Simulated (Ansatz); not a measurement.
Runs of Ansatz 0.2.0 on TaN. Symmetry: Fm-3m, No. 225, cubic system. The conventional cell has a = 4.358 Å, b = 4.358 Å, c = 4.358 Å, α = 90.00°, β = 90.00°, γ = 90.00°. Ta (site symmetry m-3m) is surrounded by 6 N at 2.18 Å. N (site symmetry m-3m) has 6 Ta at 2.18 Å as nearest neighbours. 

```tsv
level	U	hubbard projectors	double counting	gap on the mesh (eV)	pressure (GPa)	relaxed volume (Å³/atom)
r2SCAN+U	Ta d U = 1 eV	ortho-atomic (the default)	fll (the default)	none	0.0	10.64
r2SCAN	-	-	-	none	0.0	10.62
r2SCAN+U	Ta d U = 3 eV	ortho-atomic (the default)	fll (the default)	none	0.0	(b)
r2SCAN+U	Ta d U = 6 eV	ortho-atomic (the default)	fll (the default)	none	0.0	10.81
r2SCAN+rVV10	-	-	-	none	0.0	(a)
```

Alike in all rows: task relaxation of cell and atoms; potentials or basis Ansatz PAW; no spin polarisation; cell relaxed; k mesh 10 × 10 × 10; cutoff (eV) 500; smearing fermi-dirac 0.05 eV.

Task: Estimate the missing entries.

Result: (a) 10.55; (b) 10.70.

Caveats: the plane-wave basis is chosen anew once the cell has moved, so the energies of steps on either side of that aren't comparable; the PAW data sets come from PBE, with cores solved anew for the run's functional, which leaves a small shift of forces and pressure; U without spin polarisation on a metal has little footing (some runs).

A k mesh can miss the band edges, and the runs leave out spin-orbit coupling on Ta.

A gap of «none» marks a metal or a gap under the smearing width.
